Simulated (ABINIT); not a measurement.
Crystal: TePb.

```
Pb Te
1.0
     0.00000    3.23100    3.23100
     3.23100    0.00000    3.23100
     3.23100    3.23100    0.00000
Pb Te
1 1
Cartesian
  0.0000 0.0000 0.0000
  3.2310 3.2310 3.2310
```

Base run:

* Program: ABINIT 10.8.3 (patched build)
* Functional: r2SCAN
* Potentials or basis: JTH PAW PBE v2.0
* Cutoff: 707 eV
* k mesh: 7 × 7 × 7
* Occupations: fermi-dirac, width 0.05 eV
* Spin: no spin polarisation

Its results: pressure 1.4 GPa.

The run is repeated on the same cell with these changes: functional from r2SCAN to LDA. What comes out?

Pressure -1.8 GPa.

Caveats: the PAW data sets were made with another functional, which shifts forces and pressure a little.
